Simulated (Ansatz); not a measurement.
Crystal: N.

```
CELL_PARAMETERS angstrom
5.56052 0.00000 0.00000
0.00000 5.56052 0.00000
0.00000 0.00000 5.56052
ATOMIC_POSITIONS crystal
N 0.05740 0.44260 0.55740
N 0.44260 0.55740 0.05740
N 0.55740 0.05740 0.44260
N 0.94260 0.94260 0.94260
N 0.94260 0.55740 0.44260
N 0.55740 0.44260 0.94260
N 0.44260 0.94260 0.55740
N 0.05740 0.05740 0.05740
```

Base run:

```yaml
Program: Ansatz 0.2.0
Functional: PBEsol
Potentials_or_basis: all-electron LAPW, scalar-relativistic
Cutoff: 956 eV
Density_cutoff: 3823 eV
Basis_error_allowed: 0.001 eV/atom
k_mesh: 5 × 5 × 5
Occupations: fermi-dirac, width 0.05 eV
Spin: no spin polarisation
```

Its results: band gap on the k mesh 7.25 eV, indirect (least direct gap 7.27 eV); pressure -0.7 GPa; largest force 0.846 eV/Å.

**Question.** The run is repeated on the same cell with these changes: functional from PBEsol to PBE; basis error allowed from 0.001 eV/atom to 0.002 eV/atom. What comes out?

**Answer.** Band gap on the k mesh 7.29 eV, indirect (least direct gap 7.32 eV); pressure -0.1 GPa; largest force 0.656 eV/Å.

Caveats: an odd mesh through Γ misses points on the zone boundary, where band edges often lie (some runs).

Not every run made on this cell is shown here.
